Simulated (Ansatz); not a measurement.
# CoO (I4/mmm) in Ansatz: notebook

One crystal, CoO, is run at these levels: LDA; tasks: single point, equation of state.

Program: Ansatz 0.2.0. These are calculated values, not measurements. Logs are shortened: lines on timing, memory, paths and dates and some standing lists are left out, and cuts for length are marked.

**1. Starting point**

The structure is tetragonal, space group I4/mmm (No. 139). Conventional cell: a = 3.016 Å, b = 3.016 Å, c = 4.214 Å, α = 90.00°, β = 90.00°, γ = 90.00°. Co (site symmetry 4/mmm) is surrounded by 6 O at 2.11 to 2.13 Å. O (site symmetry 4/mmm) is surrounded by 6 Co at 2.11 to 2.13 Å.

**2. Single point, LDA, collinear spin, ferromagnetic start, 9.01 Å³/atom (volume scaled by 0.94)**

Contents of input.yaml:

```yaml
crystal:
  lattice:
    - [-1.4772158519, 1.4772158519, 2.0642304156]
    - [1.4772158519, -1.4772158519, 2.0642304156]
    - [1.4772158519, 1.4772158519, -2.0642304156]
  atoms:
    - { symbol: Co, position: [0.0, 0.0, 0.0], spin: 2.0 }
    - { symbol: O, position: [0.5, 0.5, 0.0] }
kpoints:
  mp_grid: { grid: [12, 12, 12] }
scf:
  occupations: { method: fermi_dirac, width: 0.05 }
hamiltonian:
  xc: lda
  pseudopotentials: { kind: all_electron, lapw: { basis_error: 0.001 } }
magnetization:
  spin_polarized: true
output:
  forces: true
  stress: true
  eigenvalues: true
```

Potentials or basis: all-electron LAPW, scalar-relativistic.

Run with:

```
$ ansatz run input.yaml --threads 2 --pin off --max-ram 6144MiB --backend cpu --events-out ev --progress --plain --runs-dir out
```

Log:

```text
Warning: RAYON_NUM_THREADS=2 ignored (pool sized by the plan → 2); use --threads N
LAPW: plane waves up to 10.055 Å⁻¹, error target 1.0e-3 eV per atom; small_component_spin mean_spin; O in spheres of 0.934 Å, 8 of its electrons in bands, Dirac shells []; Co in spheres of 1.130 Å, 17 of its electrons in bands, Dirac shells [] (how accurate: hamiltonian.pseudopotentials.lapw.basis_error, Limitations)
Engine: ansatz 0.2.0, aarch64-unknown-linux-gnu
Pseudopotentials: kind: all_electron
Pseudopotential: Co, LAPW, valence charge 17, lapw/all_electron/scalar/gaussian/Co, Koelling and Harmon's equation, gaussian nucleus
Pseudopotential: O, LAPW, valence charge 8, lapw/all_electron/scalar/gaussian/O, Koelling and Harmon's equation, gaussian nucleus
Functional definition: SPW92
  exchange = slater_x
  correlation = pw_c
Crystal: 2 atoms, lattice volume = 18.018 Å³
Basis set: ecut = 385.22066331632305 eV, 323 PW (Γ), exchange–correlation at level 2
Bands: 18, of which v1, the nominal top of the filled ones, is band 13 counted from 1 (12 counted from 0)
Symmetry: 16 space group operations
Space group: I4/mmm (ITA 139), of the structure as read, at distance tolerance 2.6e-5 Å
Magnetic group: BNS 139.531 (UNI 1191), of the structure as read, at distance tolerance 2.6e-5 Å
k-points: 163 of 1728
Non-local potential: Co, projectors of the file, none
Non-local potential: O, projectors of the file, none
Initial density: superposition of atomic densities (chi_scale 0.1, normalization cell, long waves kept (reshape's long-wave potential 0.00 eV rms))
Starting moments: Σ|m| = 2 μB on 1 of 2 sites
Initial wavefunctions: plane waves of lowest kinetic energy (no species holds an atomic orbital)
Functional: x = slater, c = lda
iter 1 solved again at ethr=5.85e-3 eV; its pass at ethr=1.00e-1 eV (dr2=1.46e0 eV) is discarded
SCF iter   1: F=—  HF=-39889.776219 eV  |F-HF|=—  |Δ(HF+E_count)|=         —  Δρ=6.06e-2 (↑6.06e-2 ↓6.06e-2)  dr2=1.46e0  dr2_m=2.85e-1  M=2.999 μB ∫|m|=3.000 μB  β_m=0.30  ethr=5.85e-3  ⟨swp⟩=2.0  Hψ=38522  notcnv=0
Mixer restart at iter 1: flushing history
preconditioner: auto → none  [metal: Δε(μ)=0.008 eV  Ē_g=14.630 eV  σ=0.050 eV  W_gap=0.04  n_scr=8 (ndim 8)  ℏωp=33.9 eV  f_vac=0.000  D(μ)=3.70/eV (n_scr^D=64)  sad-step TF]
SCF iter   2: F=—  HF=-39888.983644 eV  |F-HF|=—  |Δ(HF+E_count)|=   7.93e-1  Δρ=2.84e-2 (↑2.84e-2 ↓1.95e-2)  dr2=2.40e-1  dr2_m=4.70e-2  M=2.703 μB ∫|m|=2.704 μB  β_m=0.38  ethr=5.84e-3  ⟨swp⟩=2.0  Hψ=17598  notcnv=0
SCF iter   3: F=—  HF=-39888.931761 eV  |F-HF|=—  |Δ(HF+E_count)|=         —  Δρ=1.28e-2 (↑1.28e-2 ↓5.50e-3)  dr2=4.76e-2  dr2_m=6.31e-3  M=2.591 μB ∫|m|=2.596 μB  β_m=0.38  ethr=9.59e-4  ⟨swp⟩=2.0  Hψ=17581  notcnv=0
Mixer restart at iter 3: flushing history
SCF iter   4: F=—  HF=-39888.932422 eV  |F-HF|=—  |Δ(HF+E_count)|=         —  Δρ=7.10e-3 (↑7.10e-3 ↓2.76e-3)  dr2=1.06e-2  dr2_m=2.28e-3  M=2.544 μB ∫|m|=2.550 μB  β_m=0.55  ethr=1.90e-4  ⟨swp⟩=2.0  Hψ=16312  notcnv=0
the basis was enlarged: its passes take 570.4 KiB over the memory plan, 2 of 2 planned eigensolver slots
SCF iter   5: F=—  HF=-39888.948113 eV  |F-HF|=—  |Δ(HF+E_count)|=   1.57e-2  Δρ=3.57e-3 (↑3.57e-3 ↓2.36e-3)  dr2=5.85e-3  dr2_m=3.51e-4  M=2.556 μB ∫|m|=2.563 μB  β_m=0.49  ethr=4.25e-5  ⟨swp⟩=2.0  Hψ=16289  notcnv=0
iter 6 solved again at ethr=8.39e-7 eV; its pass at ethr=2.34e-5 eV (dr2=2.10e-4 eV) is discarded
SCF iter   6: F=—  HF=-39888.945278 eV  |F-HF|=—  |Δ(HF+E_count)|=   2.83e-3  Δρ=1.91e-3 (↑1.14e-3 ↓1.91e-3)  dr2=2.10e-4  dr2_m=3.59e-4  M=2.507 μB ∫|m|=2.515 μB  β_m=0.74  ethr=8.39e-7  ⟨swp⟩=2.0  Hψ=27909  notcnv=0
SCF iter   7: F=—  HF=-39888.945777 eV  |F-HF|=—  |Δ(HF+E_count)|=   5.00e-4  Δρ=6.91e-4 (↑6.91e-4 ↓2.93e-4)  dr2=7.20e-5  dr2_m=2.29e-5  M=2.508 μB ∫|m|=2.516 μB  β_m=0.57  ethr=8.39e-7  ⟨swp⟩=3.0  Hψ=16812  notcnv=0
SCF iter   8: F=—  HF=-39888.945431 eV  |F-HF|=—  |Δ(HF+E_count)|=   3.46e-4  Δρ=1.88e-4 (↑1.88e-4 ↓1.59e-4)  dr2=1.13e-6  dr2_m=4.69e-6  M=2.506 μB ∫|m|=2.514 μB  β_m=0.54  ethr=2.88e-7  ⟨swp⟩=3.0  Hψ=17005  notcnv=0
SCF iter   9: F=—  HF=-39888.945428 eV  |F-HF|=—  |Δ(HF+E_count)|=   3.56e-6  Δρ=6.04e-5 (↑5.87e-5 ↓6.04e-5)  dr2=5.26e-8  dr2_m=5.69e-7  M=2.506 μB ∫|m|=2.514 μB  β_m=0.77  ethr=4.53e-9  ⟨swp⟩=2.5  Hψ=16356  notcnv=0
SCF iter  10: F=—  HF=-39888.945428 eV  |F-HF|=—  |Δ(HF+E_count)|=   1.81e-7  Δρ=1.24e-5 (↑7.01e-6 ↓1.24e-5)  dr2=1.43e-8  dr2_m=1.29e-8  M=2.506 μB ∫|m|=2.514 μB  β_m=0.89  ethr=2.10e-10  ⟨swp⟩=2.5  Hψ=16527  notcnv=0
SCF iter  11: F=—  HF=-39888.945428 eV  |F-HF|=—  |Δ(HF+E_count)|=   8.10e-9  Δρ=2.16e-6 (↑1.94e-6 ↓2.16e-6)  dr2=2.25e-11  dr2_m=6.90e-10  M=2.506 μB ∫|m|=2.514 μB  β_m=0.88  ethr=5.70e-11  ⟨swp⟩=2.3  Hψ=16196  notcnv=0
SCF iter  12: F=-39888.945428 eV  HF=-39888.945428 eV  |F-HF|=2.91e-11  |Δ(HF+E_count)|=  1.09e-10  Δρ=2.91e-7 (↑2.88e-7 ↓2.91e-7)  dr2=1.16e-11  dr2_m=1.12e-11  M=2.506 μB ∫|m|=2.514 μB  ethr=5.42e-12 (applied; sched 1.00e-12)  ⟨swp⟩=2.0  Hψ=16044  notcnv=0
SCF 1 converged in 12 iterations: F = -39888.945428 eV  dr2 = 1.16e-11
SCF converged after 12 iterations
Magnetization: 2.5063 μB (13.7532 up, 11.2468 down)
Absolute magnetization: 2.5143 μB (∫|ρ↑−ρ↓|)
Spin contamination: 0.0098 ħ² per cell (⟨S²⟩ above its minimum at these occupations)
Per-site moments (μB) at R_I (Å): [(2.2241468432596623, 1.1299161919496261), (0.25429796560471196, 0.9343141928909438)]
Free energy (F): -39888.945428 eV
Harris-Foulkes:  -39888.945428 eV  (|F-HF|=2.91e-11)
Internal energy: -39888.912503 eV  (E = F + TS)
E sigma→0 (E₀):  -39888.928966 eV
Entropy (-TS):   -0.032925 eV (-16.462 meV/atom)
Fermi energy:    15.251791 eV
--- Per-component energies (eV) ---
  E_band       = -1250.123313
  E_kinetic    = 40424.522752
  E_xc         = -1780.039876
  E_electrostatic = -78533.395379  (all electrons and nuclei)
  E_smearing   = -0.032925  (= −TS)
  E_closure    = 0.000000  (closes the sum)
  E_atoms      = -39872.808796  (free atoms, spherical and without spin; not in F)
  Σ components = -39888.945428   (vs F -39888.945428, Δ=0.00e0)
  Basis errors (estimates in eV, not in F): energy 3.6e-4 per atom: plane waves 3.3e-4 (1.8e-4 summed), levels above the bands 2.5e-140, relativity 5.9e-9, radial functions 3.3e-5, core shells 2.0e-8; eigenvalues (radial functions only) 2.3e-6; not estimated: angular momenta, meshes, grids; target (lapw.basis_error) 1.0e-3; muffin-tin radii O 0.934 Å, Co 1.130 Å
--- Forces (eV/Å), atoms counted from 1 ---
  atom   1  Co     0.00000000    -0.00000000    -0.00000000
  atom   2  O      0.00000000    -0.00000000    -0.00000000
  max |Σ_I F_I| component: 7.16e-30 eV/Å
--- Stress (GPa, compression-positive) ---
      -10.735771       0.000000       0.000000
        0.000000     -10.735771      -0.000000
        0.000000      -0.000000     -10.471968
  P = ⅓ Tr σ = -10.6478 GPa (-106.478 kbar)
--- Band table (eV; the first three rows and the last of 326) ---
  k-point 0 ↑: bands = ["-488.2102", "-80.5337", "-44.2237", "-44.1862", "-44.1862", "-5.5914", "11.5244", "11.5613", "11.5613", "12.1787", "12.1787", "12.2561", "12.2589", "12.2618", "16.4902", "31.9658", "33.6373", "33.6373"]
  k-point 1 ↑: bands = ["-488.2102", "-80.5333", "-44.2251", "-44.1896", "-44.1875", "-5.4820", "10.3388", "11.1673", "11.2174", "12.1055", "12.2877", "12.5663", "12.6326", "13.0911", "17.1353", "30.6858", "32.9287", "32.9983"]
  k-point 2 ↑: bands = ["-488.2102", "-80.5319", "-44.2289", "-44.1989", "-44.1910", "-5.1872", "8.9474", "10.7210", "10.7787", "11.9082", "12.3632", "13.0716", "13.1274", "13.6361", "18.6682", "29.2929", "31.2087", "31.8961"]
  k-point 162 ↓: bands = ["-487.9482", "-77.9914", "-41.8207", "-41.7564", "-41.7564", "-3.6262", "8.0233", "10.6785", "10.6785", "12.6537", "15.2447", "15.4173", "15.4173", "15.8610", "22.0277", "25.6960", "27.7854", "31.9137"]
```

Wall time 29 s (2 threads of Arm Neoverse V2, shared host); peak memory 0.69 GiB.

Results:

```yaml
Free_energy: -39888.9454 eV
Pressure: -10.6 GPa
Band_gap_on_the_k_mesh: none (metal or under the smearing width)
Net_moment: 2.51 μB per cell
Absolute_moment: 2.51 μB per cell
Site_moments: Co +2.22; O +0.25 μB
```

Caveat: a cell with one magnetic atom can't hold antiferromagnetic order, which such compounds often take; semilocal functionals often make such compounds metallic where correlation or magnetic order opens a gap, which also shifts bond lengths.

**3. Single point, LDA, collinear spin, ferromagnetic start, 9.20 Å³/atom (volume scaled by 0.96)**

input.yaml, as its differences from that of step 2:

```diff
@@ -2,5 +2,5 @@
   lattice:
-    - [-1.4772158519, 1.4772158519, 2.0642304156]
-    - [1.4772158519, -1.4772158519, 2.0642304156]
-    - [1.4772158519, 1.4772158519, -2.0642304156]
+    - [-1.4876191232, 1.4876191232, 2.0787677284]
+    - [1.4876191232, -1.4876191232, 2.0787677284]
+    - [1.4876191232, 1.4876191232, -2.0787677284]
   atoms:
```

Potentials or basis: all-electron LAPW, scalar-relativistic.

Run with:

```
$ ansatz run input.yaml --threads 2 --pin off --max-ram 6144MiB --backend cpu --events-out ev --progress --plain --runs-dir out
```

Run time: 27 s. Hardware: 2 threads of Arm Neoverse V2, shared host; peak memory 0.68 GiB.

It converged, with:

```
Free energy            : -39888.9166 eV
Pressure               : -13.4 GPa
Band gap on the k mesh : none (metal or under the smearing width)
Net moment             : 2.63 μB per cell
Absolute moment        : 2.64 μB per cell
Site moments           : Co +2.32; O +0.28 μB
```

Caveat: a cell with one magnetic atom can't hold antiferromagnetic order, which such compounds often take; semilocal functionals often make such compounds metallic where correlation or magnetic order opens a gap, which also shifts bond lengths.

**4. Single point, LDA, collinear spin, ferromagnetic start, 9.39 Å³/atom (volume scaled by 0.98)**

input.yaml, as its differences from that of step 3:

```diff
@@ -2,5 +2,5 @@
   lattice:
-    - [-1.4876191232, 1.4876191232, 2.0787677284]
-    - [1.4876191232, -1.4876191232, 2.0787677284]
-    - [1.4876191232, 1.4876191232, -2.0787677284]
+    - [-1.4978788897, 1.4978788897, 2.0931045106]
+    - [1.4978788897, -1.4978788897, 2.0931045106]
+    - [1.4978788897, 1.4978788897, -2.0931045106]
   atoms:
```

Run with:

```
$ ansatz run input.yaml --threads 2 --pin off --max-ram 6144MiB --backend cpu --events-out ev --progress --plain --runs-dir out
```

It took 31 s on 2 threads of Arm Neoverse V2, shared host; peak memory 0.69 GiB.

Results (log left out):

```
Free energy            : -39888.8819 eV
Pressure               : -15.6 GPa
Band gap on the k mesh : none (metal or under the smearing width)
Net moment             : 2.76 μB per cell
Absolute moment        : 2.77 μB per cell
Site moments           : Co +2.42; O +0.31 μB
```

Caveat: a cell with one magnetic atom can't hold antiferromagnetic order, which such compounds often take; semilocal functionals often make such compounds metallic where correlation or magnetic order opens a gap, which also shifts bond lengths.

**5. Single point, LDA, collinear spin, ferromagnetic start, 9.58 Å³/atom**

input.yaml, as its differences from that of step 4:

```diff
@@ -2,5 +2,5 @@
   lattice:
-    - [-1.4978788897, 1.4978788897, 2.0931045106]
-    - [1.4978788897, -1.4978788897, 2.0931045106]
-    - [1.4978788897, 1.4978788897, -2.0931045106]
+    - [-1.508, 1.508, 2.1072475377]
+    - [1.508, -1.508, 2.1072475377]
+    - [1.508, 1.508, -2.1072475377]
   atoms:
```

Run with:

```
$ ansatz run input.yaml --threads 2 --pin off --max-ram 6144MiB --backend cpu --events-out ev --progress --plain --runs-dir out
```

It took 28 s on 2 threads of Arm Neoverse V2, shared host; peak memory 0.69 GiB.

It converged, with:

| Item | Value |
| --- | --- |
| Free energy | -39888.8418 eV |
| Pressure | -17.9 GPa |
| Band gap on the k mesh | none (metal or under the smearing width) |
| Net moment | 2.85 μB per cell |
| Absolute moment | 2.86 μB per cell |
| Site moments | Co +2.49; O +0.33 μB |

Caveat: a cell with one magnetic atom can't hold antiferromagnetic order, which such compounds often take; semilocal functionals often make such compounds metallic where correlation or magnetic order opens a gap, which also shifts bond lengths.

**6. Single point, LDA, collinear spin, ferromagnetic start, 9.78 Å³/atom (volume scaled by 1.02)**

input.yaml, as its differences from that of step 5:

```diff
@@ -2,5 +2,5 @@
   lattice:
-    - [-1.508, 1.508, 2.1072475377]
-    - [1.508, -1.508, 2.1072475377]
-    - [1.508, 1.508, -2.1072475377]
+    - [-1.517987046, 1.517987046, 2.1212032261]
+    - [1.517987046, -1.517987046, 2.1212032261]
+    - [1.517987046, 1.517987046, -2.1212032261]
   atoms:
```

Potentials or basis: all-electron LAPW, scalar-relativistic.

Run with:

```
$ ansatz run input.yaml --threads 2 --pin off --max-ram 6144MiB --backend cpu --events-out ev --progress --plain --runs-dir out
```

Wall time 28 s (2 threads of Arm Neoverse V2, shared host); peak memory 0.67 GiB.

It converged, with:

```yaml
Free_energy: -39888.7960 eV
Pressure: -20.3 GPa
Band_gap_on_the_k_mesh: none (metal or under the smearing width)
Net_moment: 2.91 μB per cell
Absolute_moment: 2.92 μB per cell
Site_moments: Co +2.54; O +0.35 μB
```

Caveat: a cell with one magnetic atom can't hold antiferromagnetic order, which such compounds often take; semilocal functionals often make such compounds metallic where correlation or magnetic order opens a gap, which also shifts bond lengths.

**7. Single point, LDA, collinear spin, ferromagnetic start, 9.97 Å³/atom (volume scaled by 1.04)**

input.yaml, as its differences from that of step 6:

```diff
@@ -2,5 +2,5 @@
   lattice:
-    - [-1.517987046, 1.517987046, 2.1212032261]
-    - [1.517987046, -1.517987046, 2.1212032261]
-    - [1.517987046, 1.517987046, -2.1212032261]
+    - [-1.527844381, 1.527844381, 2.134977659]
+    - [1.527844381, -1.527844381, 2.134977659]
+    - [1.527844381, 1.527844381, -2.134977659]
   atoms:
```

Run with:

```
$ ansatz run input.yaml --threads 2 --pin off --max-ram 6144MiB --backend cpu --events-out ev --progress --plain --runs-dir out
```

Wall time 28 s (2 threads of Arm Neoverse V2, shared host); peak memory 0.67 GiB.

Results (log left out):

```
Free energy            : -39888.7446 eV
Pressure               : -22.6 GPa
Band gap on the k mesh : none (metal or under the smearing width)
Net moment             : 2.95 μB per cell
Absolute moment        : 2.96 μB per cell
Site moments           : Co +2.57; O +0.36 μB
```

Caveat: a cell with one magnetic atom can't hold antiferromagnetic order, which such compounds often take; semilocal functionals often make such compounds metallic where correlation or magnetic order opens a gap, which also shifts bond lengths.

**8. Single point, LDA, collinear spin, ferromagnetic start, 10.16 Å³/atom (volume scaled by 1.06)**

input.yaml, as its differences from that of step 7:

```diff
@@ -2,5 +2,5 @@
   lattice:
-    - [-1.527844381, 1.527844381, 2.134977659]
-    - [1.527844381, -1.527844381, 2.134977659]
-    - [1.527844381, 1.527844381, -2.134977659]
+    - [-1.5375761362, 1.5375761362, 2.1485766095]
+    - [1.5375761362, -1.5375761362, 2.1485766095]
+    - [1.5375761362, 1.5375761362, -2.1485766095]
   atoms:
```

Run with:

```
$ ansatz run input.yaml --threads 2 --pin off --max-ram 6144MiB --backend cpu --events-out ev --progress --plain --runs-dir out
```

Wall time 28 s (2 threads of Arm Neoverse V2, shared host); peak memory 0.67 GiB.

Results (log left out):

```
Free energy            : -39888.6878 eV
Pressure               : -24.8 GPa
Band gap on the k mesh : none (metal or under the smearing width)
Net moment             : 2.97 μB per cell
Absolute moment        : 2.99 μB per cell
Site moments           : Co +2.59; O +0.36 μB
```

Caveat: a cell with one magnetic atom can't hold antiferromagnetic order, which such compounds often take; semilocal functionals often make such compounds metallic where correlation or magnetic order opens a gap, which also shifts bond lengths.

**9. Equation of state, LDA, collinear spin, ferromagnetic start**

Potentials or basis: all-electron LAPW, scalar-relativistic.

This step only gathers the single runs of the series.

Results:

```
Equilibrium volume : outside the volumes run
```

Energy against volume, from the lowest point:
| volume (Å³/atom) | energy (meV/atom) |
| --- | --- |
| 9.009 | 0.00 |
| 9.201 | 14.44 |
| 9.392 | 31.79 |
| 9.584 | 51.83 |
| 9.776 | 74.72 |
| 9.967 | 100.43 |
| 10.159 | 128.82 |
